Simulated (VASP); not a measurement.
HfS2, 3 atoms in the cell. It takes space group P-3m1 (No. 164, trigonal). The conventional cell has a = 3.640 Å, b = 3.640 Å, c = 6.056 Å, α = 90.00°, β = 90.00°, γ = 120.00°. Hf (site symmetry -3m) is surrounded by 6 S at 2.54 Å. S (site symmetry 3m) has 3 Hf at 2.54 Å as nearest neighbours. The cell is a database's computed one.

| Property | Result |
| --- | --- |
| Program | VASP 6.6.1 |
| Task | relaxation of cell and atoms |
| Functional | r2SCAN |
| Dispersion | rVV10 |
| Potentials or basis | VASP PAW PBE potentials, release 64 (Hf_pv, S) |
| Cutoff | 600 eV |
| k mesh | 9 × 9 × 5 |
| Occupations | gaussian, width 0.03 eV |
| Spin | no spin polarisation |
| Further INCAR settings | ALGO = Normal; EDIFF = 1e-06; IBRION = 2; EDIFFG = -0.01; NSW = 90; ISIF = 3 |

Potentials or basis: VASP PAW PBE potentials, release 64 (Hf_pv, S).

The run is started by

```bash
$ cat potpaw_PBE.64/Hf_pv/POTCAR potpaw_PBE.64/S/POTCAR > POTCAR
$ mpirun -np 1 vasp_std > vasp.out
```

Hardware: 1 thread of Intel(R) Xeon(R) Platinum 8259CL CPU @ 2.50GHz (Skylake/Cascade Lake) (shared host).

Q: How long does it take, and how much memory?

A: It took 49 min on 1 thread of Intel(R) Xeon(R) Platinum 8259CL CPU @ 2.50GHz (Skylake/Cascade Lake), on a shared host, peak memory 0.42 GiB. Counts: scf iterations 137, k points 50, ion steps 14.
